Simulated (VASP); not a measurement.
Wanted: the native input for a VASP 6.6.1 run.

* Task: single point
* Functional: PBE
* Potentials or basis: VASP PAW PBE potentials, release 64 (Ti_sv, S)
* Cutoff: 520 eV
* k mesh: 6 × 6 × 6
* Occupations: fermi-dirac, width 0.05 eV
* Spin: no spin polarisation
* Further INCAR settings: ALGO = Normal; EDIFF = 1e-07; NBANDS = 32

The structure of Ti3S2 lies in POSCAR:

```
Ti3S2
1.0
    2.7131139241      1.5664170544      3.2376184047
   -2.7131139241      1.5664170544      3.2376184047
    0.0000000000     -3.1328341088      3.2376184047
Ti S
3 2
Direct
    0.0050380000      0.3388620000      0.6543340000
    0.6614490000      0.0070210000      0.3345490000
    0.3325830000      0.6591530000     -0.0001120000
    0.1489870000      0.1921150000      0.1645920000
    0.8377220000      0.8379890000      0.8277830000
```

The cell comes from a database or a generator and needn't be the stable form of this composition.

The cell isn't the ideal one: atoms moved at random, drawn with an rms of 0.05 Å.

These files were run (other wordings do the same):

INCAR

```
ALGO = Normal
EDIFF = 1E-7
ENCUT = 520
GGA = PE
ISIF = 2
ISMEAR = -1
LASPH = T
LCHARG = F
LREAL = F
LWAVE = F
NBANDS = 32
NELM = 100
PREC = Accurate
SIGMA = 0.05
```

KPOINTS

```
k-points
0
Gamma
  6 6 6
```

Potentials or basis: VASP PAW PBE potentials, release 64 (Ti_sv, S).

Launch:

```sh
$ cat potpaw_PBE.64/Ti_sv/POTCAR potpaw_PBE.64/S/POTCAR > POTCAR
$ mpirun -np 1 vasp_std > vasp.out
```

It gave:

| Quantity | Value |
| --- | --- |
| Pressure | 0.8 GPa |
| Largest force | 1.354 eV/Å |
| Band gap on the k mesh | none (metal or under the smearing width) |

Wall time 4.3 min on 1 thread of Intel(R) Xeon(R) Platinum 8488C (Sapphire Rapids), on a shared host, peak memory 0.37 GiB.
